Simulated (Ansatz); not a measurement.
BN: random displacements

Method: DFT PBE+D3(BJ), scalar-relativistic, plane waves, PAW (Ansatz). The runs took a 420 eV cutoff, a Γ-centred 6×6×6 mesh and Gaussian smearing (0.05 eV). No spin polarisation. Energies are free energies at this smearing, counted from the undisturbed cell; pressure is positive in compression.

Zero of the scan (relaxed at this level; this form isn't the usual structure):

```
B N
1.0
     0.00000    0.00000    4.33766
     2.50768    3.33948    2.16883
    -2.50768    3.33948    2.16883
B N
4 4
Direct
  0.50011 0.75000 0.25000
  0.50011 0.25000 0.75000
  0.00011 0.50000 0.50000
  0.00011 0.00000 0.00000
  0.16659 0.75000 0.25000
  0.16659 0.25000 0.75000
  0.66659 0.50000 0.50000
  0.66659 0.00000 0.00000
```

The atoms are displaced (Å, in the unstrained cell):

```csv
atom,ux,uy,uz
B1,0.023,0.009,0.010
B2,0.018,0.014,0.008
B3,0.004,0.010,0.034
B4,0.014,-0.023,-0.035
N5,-0.051,-0.056,-0.042
N6,0.046,-0.018,0.052
N7,0.013,0.033,-0.038
N8,-0.066,0.030,0.011
```

Strain (Voigt, engineering shear): (-0.0074, -0.0018, -0.0146, 0.0053, -0.0055, 0.0078).

**Question.** What are the energy change, the stress and the forces?

**Answer.** ΔE = 98.1 meV/atom; stress (xx, yy, zz, yz, xz, xy; compression positive) (15.51, -0.17, 17.96, -0.20, 6.97, -0.29) GPa; gap on the mesh 3.82 eV.
```tsv
atom	Fx (eV/Å)	Fy	Fz
B1	-2.97	-0.26	-2.48
B2	-1.28	0.04	1.04
B3	-1.25	-0.14	-2.91
B4	-0.81	0.08	2.89
N5	4.86	0.29	2.53
N6	-2.99	0.09	-2.97
N7	-0.55	0.00	2.69
N8	5.00	-0.11	-0.80
```

Cost: 1 run of about 0.27 core-minutes, on Intel Xeon Platinum 8259CL (Skylake/Cascade Lake) (shared hosts).